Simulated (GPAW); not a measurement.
BeS in GPAW: the effect of functional

Crystal: BeS.

```
S Be
1.0
     0.00000    2.42500    2.42500
     2.42500    0.00000    2.42500
     2.42500    2.42500    0.00000
S Be
1 1
Direct
  0.75000 0.75000 0.75000
  0.00000 0.00000 0.00000
```

Alike in all runs:

| Property | Result |
| --- | --- |
| Program | GPAW 26.7.0 |
| Task | single point |
| Cutoff | 800 eV |
| Basis | pw |
| k mesh | 9 × 9 × 9 |
| Occupations | fermi-dirac, width 0.05 eV |
| Spin | no spin polarisation |

```tsv
functional	potentials or basis	gap on the mesh (eV)
LDA	the program's PAW data sets (release 1.2.1) made for this functional	2.99
PBE	GPAW PAW data sets (gpaw-data 1.2.1)	3.20
optB88-vdW	GPAW PAW data sets (gpaw-data 1.2.1)	3.32
TB-mBJ	GPAW PAW data sets for LDA (gpaw-data 1.2.1)	4.24
PBEsol	PAW data sets generated in the run's folder for this functional	3.02
r2SCAN	GPAW PAW data sets (gpaw-data 1.2.1)	3.66
vdW-DF-cx	GPAW PAW data sets (gpaw-data 1.2.1)	3.14
revPBE	the program's PAW data sets (release 1.2.1) made for this functional	3.28
vdW-DF2	GPAW PAW data sets (gpaw-data 1.2.1)	?
```

Q: What does the run with functional vdW-DF2 give?

A: gap on the mesh 3.59 eV.

Caveats: an odd mesh through Γ misses points on the zone boundary, where band edges often lie; a model potential gives levels but no total energy (some runs).
